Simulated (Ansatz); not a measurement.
# Si in Ansatz: the effect of functional

Si:

```
Si
1.0
    -1.63769    1.63769    1.32907
     1.63769   -1.63769    1.32907
     1.63769    1.63769   -1.32907
Si
1
Direct
  0.00000 0.00000 0.00000
```

This isn't the form of Si at room conditions, which is diamond.

The cell isn't the ideal one: volume scaled by 1.02.

Alike in all runs:

```yaml
Program: Ansatz 0.2.0
Task: single point
Potentials_or_basis: Ansatz PAW
k_mesh: 13 × 13 × 13
Occupations: fermi-dirac, width 0.05 eV
Spin: no spin polarisation
```

```csv
functional,cutoff,pressure (GPa)
LDA,420 eV (not typed: the program's choice for these potentials),-2.0
PBEsol,420 eV (not typed: the program's choice for these potentials),?
r2SCAN,500 eV (not typed: the program's choice for these potentials),-1.8
```

Problem. What does the run with functional PBEsol give?

Solution. Pressure -1.0 GPa.

Caveats: the PAW data sets come from PBE, with cores solved anew for the run's functional, which leaves a small shift of forces and pressure.

Runs at the PBE level aren't shown here.
